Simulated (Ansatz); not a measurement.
# Ga2O3 (C2/m): the host for defect calculations, part 2 of 2

Before any defect goes in: Ga2O3 (C2/m) at rest, and how it screens a charge.

Ansatz 0.2.0; plane-wave PAW DFT, PBE; relaxation of the host's cell and atoms; PAW set soft_1 (the session's first sound run).

So far. Step 3 (Dielectric tensors of the host): The principal values of the electronic dielectric tensor are 4.21, 4.32 and 4.34. The principal values of the static dielectric tensor are 11.59, 12.04 and 13.74.

## Step 4: Defect free supercell relaxed in its symmetry

This cell, the one that will hold the defects, is built from the relaxed host. Its coarser k-points can move the atoms a little, so it is relaxed from the symmetric sites, as the reference for the test of stability.

This step: plane-wave PAW DFT, PBE; relaxation of the defect-free supercell in its symmetry; PAW set soft_1 (Ansatz 0.2.0).

System of this step: Ga2O3 (C2/m). The cell holds 120 atoms: 48 Ga and 72 O. Cell: a = 12.456 Å, b = 9.250 Å, c = 11.754 Å, α = 90.0°, β = 103.7°, γ = 90.0°.

The input, pristine.symmetric/input.yaml:

```yaml
crystal:
  lattice:
    - [12.4559539913, 0.0, 0.013457319]
    - [0.0, 9.2496623056, 0.0]
    - [-2.7954349481, 0.0, 11.4171539369]
  atoms:
    - { symbol: Ga, position: [0.341509018, 0.0, 0.3429039456] }
    - { symbol: Ga, position: [0.841509018, 0.1666666667, 0.3429039456] }
    - { symbol: Ga, position: [0.158490982, 0.1666666667, 0.1570960544] }
    - { symbol: Ga, position: [0.658490982, 0.0, 0.1570960544] }
    - { symbol: Ga, position: [0.4100915468, 0.1666666667, 0.1026312589] }
    - { symbol: Ga, position: [0.9100915468, 0.0, 0.1026312589] }
    - { symbol: Ga, position: [0.0899084532, 0.0, 0.3973687411] }
    - { symbol: Ga, position: [0.5899084532, 0.1666666667, 0.3973687411] }
    - { symbol: O, position: [0.0039999993, 0.1666666667, 0.3716554367] }
    - { symbol: O, position: [0.5039999993, 0.0, 0.3716554367] }
    - { symbol: O, position: [0.4960000007, 0.0, 0.1283445633] }
    - { symbol: O, position: [0.9960000007, 0.1666666667, 0.1283445633] }
    - { symbol: O, position: [0.3263076162, 0.1666666667, 0.2178350778] }
    - { symbol: O, position: [0.8263076162, 0.0, 0.2178350778] }
    - { symbol: O, position: [0.1736923838, 0.0, 0.2821649222] }
    - { symbol: O, position: [0.6736923838, 0.1666666667, 0.2821649222] }
    - { symbol: O, position: [0.163495109, 0.0, 0.0545787378] }
    - { symbol: O, position: [0.663495109, 0.1666666667, 0.0545787378] }
    - { symbol: O, position: [0.336504891, 0.1666666667, 0.4454212622] }
    - { symbol: O, position: [0.836504891, 0.0, 0.4454212622] }
    - { symbol: Ga, position: [0.341509018, 0.0, 0.8429039456] }
    - { symbol: Ga, position: [0.841509018, 0.1666666667, 0.8429039456] }
    - { symbol: Ga, position: [0.158490982, 0.1666666667, 0.6570960544] }
    - { symbol: Ga, position: [0.658490982, 0.0, 0.6570960544] }
    - { symbol: Ga, position: [0.4100915468, 0.1666666667, 0.6026312589] }
    - { symbol: Ga, position: [0.9100915468, 0.0, 0.6026312589] }
    - { symbol: Ga, position: [0.0899084532, 0.0, 0.8973687411] }
    - { symbol: Ga, position: [0.5899084532, 0.1666666667, 0.8973687411] }
    - { symbol: O, position: [0.0039999993, 0.1666666667, 0.8716554367] }
    - { symbol: O, position: [0.5039999993, 0.0, 0.8716554367] }
[... 84 atom lines left out ...]
    - { symbol: O, position: [0.1736923838, 0.6666666667, 0.7821649222] }
    - { symbol: O, position: [0.6736923838, 0.8333333333, 0.7821649222] }
    - { symbol: O, position: [0.163495109, 0.6666666667, 0.5545787378] }
    - { symbol: O, position: [0.663495109, 0.8333333333, 0.5545787378] }
    - { symbol: O, position: [0.336504891, 0.8333333333, 0.9454212622] }
    - { symbol: O, position: [0.836504891, 0.6666666667, 0.9454212622] }
basis:
  ecutwfc: 420
  xc_grid: 2
hamiltonian:
  xc: pbe
  pseudopotentials: { kind: paw, azcp: { folder: soft_1 } }
kpoints:
  mp_grid: { grid: [1, 1, 1] }
scf:
  occupations: { method: fermi_dirac, width: 0.01 }
  max_iter: 100
  lower_state_search: "off"
output:
  forces: true
relax:
  f_tol: 0.015
  max_steps: 60
  escape_saddle: false
checkpoint:
  write: "../pristine.symmetric.run"
  compress: false
  write_wavefunctions: false
  write_every: 100000
```

On the command line:

```
ansatz run input.yaml --threads 32 --pin off --max-ram 84787MiB --backend cuda --events-out ev --progress --plain --runs-dir out --max-vram 78GiB
```

Numbers of over 12 decimals in the logs are rounded to 6 here.

Output:

```text
[...]
device memory: the entry about to start is reckoned to put 4.4 GiB on a device that reports 174.1 GiB free (of which the cap on the GPU budget leaves the run 78.0 GiB)
GPU FFT provider: cuFFT
GPU libraries: cuBLAS 13.8.1, cuFFT 12.4.0, cuSOLVER 12.3.2
GPU matrix products: emulated (plane waves: as basis.precision tells), large ones in fixed point in workspaces of 1.00 GiB
Crystal: 120 atoms, lattice volume = 1315.757 Å³
Basis set: ecut = 420 eV, 25765 PW (Γ), exchange–correlation on 180×128×160 points (8 copies of the dense FFT grid, shifted against one another)
Bands: 648, of which v1, the nominal top of the filled ones, is band 528 counted from 1 (527 counted from 0)
Symmetry: 48 space group operations
[...]
k-points: 1
[...]
GPU buffer pool allocated for 460800 grid points (all kernels)
GPU transforms: local potential and band sums: pruned to the plane-wave sphere, on 81×64×80
[...]
SCF iter   1: F=—  HF=-222509.642677 eV  |Δ(HF+E_count)|=         —  Δρ=1.19e-1  dr2=8.91e1  Hψ=2189
[...]
SCF iter   9: F=-222480.314394 eV  HF=-222480.314393 eV  |Δ(HF+E_count)|=   4.43e-5  Δρ=1.02e-5  dr2=1.44e-6  Hψ=2074
SCF 1 converged in 9 iterations: F = -222480.314394 eV  dr2 = 1.44e-6
[...]
relax step   1: F+E_penalty+E_count = -222480.31439392 eV  Δ(F+E_penalty+E_count) = +0.000e0 eV  max|allowed force component| = 2.654e-2 eV/Å  Δτ_max = 0.0000 Å  (9 SCF iters, dr2 threshold 5.63e-6 eV, accepted)
[...]
relax step   2: F+E_penalty+E_count = -222480.31618989 eV  Δ(F+E_penalty+E_count) = -1.796e-3 eV  max|allowed force component| = 1.757e-2 eV/Å  Δτ_max = 0.0026 Å  (6 SCF iters, accepted)
SCF iter   1: F=—  HF=-222480.313175 eV  |Δ(HF+E_count)|=         —  Δρ=4.02e-4  dr2=7.52e-4  Hψ=1316
[...]
SCF iter   6: F=-222480.317316 eV  HF=-222480.317316 eV  |Δ(HF+E_count)|=   4.00e-8  Δρ=1.68e-6  dr2=3.48e-8  Hψ=2119
SCF 3 converged in 6 iterations: F = -222480.317316 eV  dr2 = 3.48e-8
relax step   3: F+E_penalty+E_count = -222480.31731575 eV  Δ(F+E_penalty+E_count) = -1.126e-3 eV  max|allowed force component| = 7.004e-3 eV/Å  Δτ_max = 0.0032 Å  (6 SCF iters, accepted)
SCF converged after 6 iterations
Free energy (F): -222480.317316 eV
[...]
Internal energy: -222480.317316 eV  (E = F + TS)
E sigma→0 (E₀):  -222480.317316 eV
Fermi energy:    8.544296 eV
[...]
--- Forces (eV/Å), atoms counted from 1 ---
  atom   1  Ga    -0.00698214    -0.00000000     0.00503961
  atom   2  Ga    -0.00698214    -0.00000000     0.00503961
  atom   3  Ga     0.00698214     0.00000000    -0.00503961
  atom   4  Ga     0.00698214     0.00000000    -0.00503961
  atom   5  Ga     0.00213667     0.00000000    -0.00094437
  atom   6  Ga     0.00213667     0.00000000    -0.00094437
  [... 114 more lines of this table ...]
  max |Σ_I F_I| component: 3.56e-17 eV/Å
--- Relaxed structure (3 steps of the walk, 3 accepted, 0 SCFs on fresh bases) ---
  F+E_penalty+E_count = -222480.31731575 eV   max|allowed force component| = 7.004e-3 eV/Å
  atoms:
    - { symbol: Ga, position: [0.341594, 0, 0.342861] }
    - { symbol: Ga, position: [0.841594, 0.166667, 0.342861] }
    - { symbol: Ga, position: [0.158406, 0.166667, 0.157139] }
    - { symbol: Ga, position: [0.658406, 0, 0.157139] }
    - { symbol: Ga, position: [0.410161, 0.166667, 0.102622] }
    - { symbol: Ga, position: [0.910161, 0, 0.102622] }
  [... 114 more lines of this table ...]
```

The job ended after 2.5 s (1 × NVIDIA GB200 with 32 threads of Arm Neoverse V2, shared host; peak memory 1.2 GiB; 9 s of CPU time).

Step by step:

| step | energy less that of the first step (eV) | largest force component (eV/Å) |
| --- | --- | --- |
| 1 | 0.0000 | 0.0265 |
| 2 | -0.0018 | 0.0176 |
| 3 | -0.0029 | 0.0070 |

Forces are held to the 48 operations that the run works with; a distortion that breaks them can't arise in this run.

## Step 5: Defect free supercell relaxed from displaced atoms

This step: plane-wave PAW DFT, PBE; relaxation of the defect-free supercell from random displacements, a test of the host's stability; PAW set soft_1 (Ansatz 0.2.0).

pristine.rattled/input.yaml, as its differences from pristine.symmetric/input.yaml of step 4:

```diff
@@ -59,6 +59,6 @@
   f_tol: 0.015
-  max_steps: 60
-  escape_saddle: false
+  max_steps: 120
+  random_displacement: { amplitude: 0.06, seed: 9842 }
 checkpoint:
-  write: "../pristine.symmetric.run"
+  write: "../pristine.rattled.run"
   compress: false
```

Output:

```text
[...]
Crystal: 120 atoms, lattice volume = 1315.757 Å³
Basis set: ecut = 420 eV, 25765 PW (Γ), exchange–correlation on 180×128×160 points (8 copies of the dense FFT grid, shifted against one another)
Bands: 648, of which v1, the nominal top of the filled ones, is band 528 counted from 1 (527 counted from 0)
Symmetry: 1 space group operations
k-points: 1
[...]
SCF iter   1: F=—  HF=-222506.267435 eV  |Δ(HF+E_count)|=         —  Δρ=1.19e-1  dr2=8.99e1  Hψ=1964
[...]
SCF iter   2: F=—  HF=-222484.575139 eV  |Δ(HF+E_count)|=    2.17e1  Δρ=5.47e-2  dr2=2.14e1  Hψ=1207
[...]
SCF iter   9: F=-222476.773806 eV  HF=-222476.773805 eV  |Δ(HF+E_count)|=   4.26e-5  Δρ=1.20e-5  dr2=1.94e-6  Hψ=2021
SCF 1 converged in 9 iterations: F = -222476.773806 eV  dr2 = 1.94e-6
[...]
relax step   1: F+E_penalty+E_count = -222476.77380553 eV  Δ(F+E_penalty+E_count) = +0.000e0 eV  max|allowed force component| = 2.541e0 eV/Å  Δτ_max = 0.0000 Å  (9 SCF iters, dr2 threshold 5.63e-6 eV, accepted)
[...]
relax step   2: F+E_penalty+E_count = -222479.18767763 eV  Δ(F+E_penalty+E_count) = -2.414e0 eV  max|allowed force component| = 1.359e0 eV/Å  Δτ_max = 0.0680 Å  (6 SCF iters, dr2 threshold 1.00e-4 eV, accepted)
relax step   3: F+E_penalty+E_count = -222480.31562796 eV  Δ(F+E_penalty+E_count) = -1.128e0 eV  max|allowed force component| = 3.805e-2 eV/Å  Δτ_max = 0.0617 Å  (6 SCF iters, dr2 threshold 1.00e-4 eV, accepted)
relax step   4: F+E_penalty+E_count = -222480.31565451 eV  Δ(F+E_penalty+E_count) = -2.655e-5 eV  max|allowed force component| = 3.823e-2 eV/Å  Δτ_max = 0.0000 Å  (5 SCF iters, accepted)
[...]
SCF iter   1: F=—  HF=-222480.312583 eV  |Δ(HF+E_count)|=         —  Δρ=1.00e-3  dr2=4.33e-3  Hψ=1300
[...]
SCF iter   2: F=—  HF=-222480.311591 eV  |Δ(HF+E_count)|=   9.91e-4  Δρ=4.85e-4  dr2=1.02e-3  Hψ=986
[...]
SCF iter   7: F=-222480.317568 eV  HF=-222480.317568 eV  |Δ(HF+E_count)|=   1.37e-8  Δρ=1.26e-6  dr2=2.31e-8  Hψ=1708
SCF 5 converged in 7 iterations: F = -222480.317568 eV  dr2 = 2.31e-8
relax step   5: F+E_penalty+E_count = -222480.31756839 eV  Δ(F+E_penalty+E_count) = -1.914e-3 eV  max|allowed force component| = 1.861e-3 eV/Å  Δτ_max = 0.0064 Å  (7 SCF iters, accepted)
SCF converged after 7 iterations
Free energy (F): -222480.317568 eV
[...]
Internal energy: -222480.317568 eV  (E = F + TS)
E sigma→0 (E₀):  -222480.317568 eV
Fermi energy:    8.544393 eV
[...]
--- Forces (eV/Å), atoms counted from 1 ---
  atom   1  Ga    -0.00094399    -0.00067972    -0.00106903
  atom   2  Ga    -0.00013833    -0.00090937    -0.00080395
  atom   3  Ga     0.00017945    -0.00005581     0.00057138
  atom   4  Ga     0.00002618     0.00067134    -0.00092023
  atom   5  Ga    -0.00095259    -0.00146116    -0.00058087
  atom   6  Ga     0.00077359    -0.00036204    -0.00034623
  [... 114 more lines of this table ...]
  max |Σ_I F_I| component: 3.09e-5 eV/Å
--- Relaxed structure (5 steps of the walk, 5 accepted, 0 SCFs on fresh bases) ---
  F+E_penalty+E_count = -222480.31756839 eV   max|allowed force component| = 1.861e-3 eV/Å
  atoms:
    - { symbol: Ga, position: [0.341217, 0.000155, 0.342858] }
    - { symbol: Ga, position: [0.841221, 0.166819, 0.342862] }
    - { symbol: Ga, position: [0.158224, 0.166802, 0.156925] }
    - { symbol: Ga, position: [0.658219, 0.000103, 0.156965] }
    - { symbol: Ga, position: [0.409970, 0.166791, 0.102587] }
    - { symbol: Ga, position: [0.909959, 0.000144, 0.102598] }
  [... 114 more lines of this table ...]
```

It took 3.8 s on 1 × NVIDIA GB200 with 32 threads; peak memory 1.2 GiB; 15 s of CPU time.

The steps of the relaxation:

| step | energy less that of the first step (eV) | largest force component (eV/Å) |
| --- | --- | --- |
| 1 | 0.0000 | 2.5414 |
| 2 | -2.4139 | 1.3593 |
| 3 | -3.5418 | 0.0380 |
| 4 | -3.5418 | 0.0382 |
| 5 | -3.5438 | 0.0019 |

The relaxation ends 30 meV an atom lower than the displaced start, with a largest force component of 0.0019 eV/Å.

## Step 6: Host on a dense mesh

This step: plane-wave PAW DFT, PBE; single point of the defect-free host, a test of the k-point sampling; PAW set soft_1 (Ansatz 0.2.0).

System of this step: Ga2O3 (C2/m). It takes space group C2/m (No. 12, monoclinic). Conventional cell: a = 12.456 Å, b = 3.083 Å, c = 5.877 Å, α = 90.00°, β = 103.70°, γ = 90.00°. Nearest to Ga lie 6 O at 1.97 to 2.11 Å. Nearest to Ga lie 4 O at 1.86 to 1.90 Å. O has 3 Ga at 1.86 to 1.97 Å nearest. O has 4 Ga at 1.90 to 2.11 Å nearest. Nearest to O lie 3 Ga at 1.86 to 1.97 Å. Farther neighbours and most contacts between anions are not listed.

The input, dense/input.yaml:

```yaml
crystal:
  lattice:
    - [6.2279769957, -1.5416103843, 0.0067286595]
    - [6.2279769957, 1.5416103843, 0.0067286595]
    - [-1.397717474, 0.0, 5.7085769685]
  atoms:
    - { symbol: Ga, position: [0.341509018, 0.341509018, 0.6858078912] }
    - { symbol: Ga, position: [0.658490982, 0.658490982, 0.3141921088] }
    - { symbol: Ga, position: [0.9100915468, 0.9100915468, 0.2052625178] }
    - { symbol: Ga, position: [0.0899084532, 0.0899084532, 0.7947374822] }
    - { symbol: O, position: [0.5039999993, 0.5039999993, 0.7433108734] }
    - { symbol: O, position: [0.4960000007, 0.4960000007, 0.2566891266] }
    - { symbol: O, position: [0.8263076162, 0.8263076162, 0.4356701557] }
    - { symbol: O, position: [0.1736923838, 0.1736923838, 0.5643298443] }
    - { symbol: O, position: [0.163495109, 0.163495109, 0.1091574757] }
    - { symbol: O, position: [0.836504891, 0.836504891, 0.8908425243] }
basis:
  ecutwfc: 420
  xc_grid: 2
hamiltonian:
  xc: pbe
  pseudopotentials: { kind: paw, azcp: { folder: soft_1 } }
kpoints:
  mp_grid: { grid: [9, 9, 5] }
scf:
  occupations: { method: fermi_dirac, width: 0.01 }
  max_iter: 100
  lower_state_search: "off"
checkpoint:
  write: "../dense.run"
  compress: false
  write_wavefunctions: false
  write_every: 100000
```

Output:

```text
[...]
GPU FFT provider: cuFFT
GPU libraries: cuBLAS 13.8.1, cuFFT 12.4.0, cuSOLVER 12.3.2
[...]
Crystal: 10 atoms, lattice volume = 109.646 Å³
Basis set: ecut = 420 eV, 2141 PW (Γ), FFT grids on a1−a2, a2, a3, exchange–correlation on 48×90×80 points (8 copies of the dense FFT grid, shifted against one another)
Bands: 54, of which v1, the nominal top of the filled ones, is band 44 counted from 1 (43 counted from 0)
Symmetry: 4 space group operations
[...]
k-points: 115 of 405
[...]
GPU buffer pool allocated for 43200 grid points (all kernels)
[...]
SCF iter   1: F=—  HF=-18542.585668 eV  |Δ(HF+E_count)|=         —  Δρ=1.18e-1  dr2=7.31e0  Hψ=20386
[...]
SCF iter  10: F=-18540.168739 eV  HF=-18540.168739 eV  |Δ(HF+E_count)|=   6.09e-7  Δρ=7.47e-6  dr2=4.35e-8  Hψ=15256
SCF 1 converged in 10 iterations: F = -18540.168739 eV  dr2 = 4.35e-8
[...]
SCF converged after 10 iterations
Free energy (F): -18540.168739 eV
[...]
Internal energy: -18540.168739 eV  (E = F + TS)
E sigma→0 (E₀):  -18540.168739 eV
Fermi energy:    8.540052 eV
[...]
```

Run time: 1.9 s. Hardware: 1 × NVIDIA GB200 with 32 threads; peak memory 1 GiB.

## Step 7: Defect free supercell at the zone centre

The supercell is run at the zone centre, to see how far that sampling misses the dense mesh.

System of this step: Ga2O3 (C2/m). The cell holds 120 atoms: 48 Ga and 72 O. Its edges and angles: a = 12.456 Å, b = 9.250 Å, c = 11.754 Å, α = 90.0°, β = 103.7°, γ = 90.0°.

pristine.sampling_gamma/input.yaml, as its differences from pristine.rattled/input.yaml of step 5:

```diff
@@ -55,10 +55,4 @@
   lower_state_search: "off"
-output:
-  forces: true
-relax:
-  f_tol: 0.015
-  max_steps: 120
-  random_displacement: { amplitude: 0.06, seed: 9842 }
 checkpoint:
-  write: "../pristine.rattled.run"
+  write: "../pristine.sampling_gamma.run"
   compress: false
```

Output:

```text
[...]
GPU FFT provider: cuFFT
GPU libraries: cuBLAS 13.8.1, cuFFT 12.4.0, cuSOLVER 12.3.2
[...]
Crystal: 120 atoms, lattice volume = 1315.757 Å³
Basis set: ecut = 420 eV, 25765 PW (Γ), exchange–correlation on 180×128×160 points (8 copies of the dense FFT grid, shifted against one another)
Bands: 648, of which v1, the nominal top of the filled ones, is band 528 counted from 1 (527 counted from 0)
Symmetry: 48 space group operations
[...]
k-points: 1
[...]
GPU buffer pool allocated for 460800 grid points (all kernels)
[...]
SCF iter   1: F=—  HF=-222509.642678 eV  |Δ(HF+E_count)|=         —  Δρ=1.19e-1  dr2=8.91e1  Hψ=2189
[...]
SCF iter  10: F=-222480.314394 eV  HF=-222480.314394 eV  |Δ(HF+E_count)|=   1.55e-6  Δρ=2.45e-6  dr2=7.59e-8  Hψ=1680
SCF 1 converged in 10 iterations: F = -222480.314394 eV  dr2 = 7.59e-8
[...]
SCF converged after 10 iterations
Free energy (F): -222480.314394 eV
[...]
Internal energy: -222480.314394 eV  (E = F + TS)
E sigma→0 (E₀):  -222480.314394 eV
Fermi energy:    8.543143 eV
[...]
```

Run time: 1.4 s. Hardware: 1 × NVIDIA GB200 with 32 threads; peak memory 1.2 GiB.

## Step 8: Defect free supercell at the quarter point

The supercell is run at one point off the zone centre, to see how far that sampling misses the dense mesh.

pristine.sampling_quarter/input.yaml, as its differences from pristine.sampling_gamma/input.yaml of step 7:

```diff
@@ -50,3 +50,3 @@
 kpoints:
-  mp_grid: { grid: [1, 1, 1] }
+  mp_grid: { grid: [1, 1, 1], shift: [0.25, 0.25, 0.25] }
 scf:
@@ -56,3 +56,3 @@
 checkpoint:
-  write: "../pristine.sampling_gamma.run"
+  write: "../pristine.sampling_quarter.run"
   compress: false
```

Output:

```text
[...]
GPU FFT provider: cuFFT
GPU libraries: cuBLAS 13.8.1, cuFFT 12.4.0, cuSOLVER 12.3.2
[...]
Crystal: 120 atoms, lattice volume = 1315.757 Å³
Basis set: ecut = 420 eV, 25765 PW (Γ), exchange–correlation on 180×128×160 points (8 copies of the dense FFT grid, shifted against one another)
Bands: 648, of which v1, the nominal top of the filled ones, is band 528 counted from 1 (527 counted from 0)
Symmetry: 24 space group operations
k-points: 1
[...]
GPU buffer pool allocated for 460800 grid points (all kernels)
[...]
SCF iter   1: F=—  HF=-222511.044668 eV  |Δ(HF+E_count)|=         —  Δρ=1.18e-1  dr2=8.77e1  Hψ=1988
[...]
SCF iter  10: F=-222482.053140 eV  HF=-222482.053140 eV  |Δ(HF+E_count)|=   1.42e-6  Δρ=1.93e-6  dr2=4.93e-8  Hψ=1676
SCF 1 converged in 10 iterations: F = -222482.053140 eV  dr2 = 4.93e-8
[...]
SCF converged after 10 iterations
Free energy (F): -222482.053140 eV
[...]
Internal energy: -222482.053140 eV  (E = F + TS)
E sigma→0 (E₀):  -222482.053140 eV
Fermi energy:    8.969368 eV
[...]
```

Run time: 1.5 s. Hardware: 1 × NVIDIA GB200 with 32 threads; peak memory 1.4 GiB; 3.9 s of CPU time.

## Step 9: Outcome

```
primitive cell vectors, lengths                                      : 6.416, 6.416, 5.877 Å
electronic dielectric constant                                       : principal values (4.21, 4.32, 4.34)
static dielectric constant                                           : principal values (11.59, 12.04, 13.74)
gap on the k-mesh of the response run (PBEsol)                       : 1.93 eV
supercell relaxed in its symmetry less the displaced and relaxed one : 0.000 eV
energy an atom at the zone centre alone less that on the dense mesh  : 0.014 eV
energy an atom at one point at (¼, ¼, ¼) less that on the dense mesh : 0.000 eV
```

What this shows: Step 4: First to last step the energy falls by 0.003 eV; the largest move, 0.006 Å, is that of O37 and 23 other atoms alike. Step 5: The energy fell by 3.544 eV from the randomly displaced start; against the sites as typed, O59 ends farthest off, by 0.01 Å, once the mean shift is taken out. The displaced cell ends within 0.01 eV of the symmetric one relaxed in its symmetry, so no lower structure shows in this supercell. The k-mesh can miss the band edges, so this gap is an upper bound at this level. All at zero temperature.

[Logs are printed without paths, hosts, clocks, repeated set-up lines and the standing remarks that a program may print on its own settings, such as how far it seeks lower states.]

[Hosts, paths, dates, database ids (printed as entryN), source tags and the programs' standing remarks are cut or masked in the printed files.]

[Runs of the host that timed out are not shown.]

[For some hosts the program warned that the k-mesh of the response run may be too coarse for force constants and the static dielectric constant; such warnings are not always shown.]

[The program warned that the k-mesh of a response run behind this text may be too coarse: force constants, and the static dielectric constant and all else formed from them, are not shown converged.]
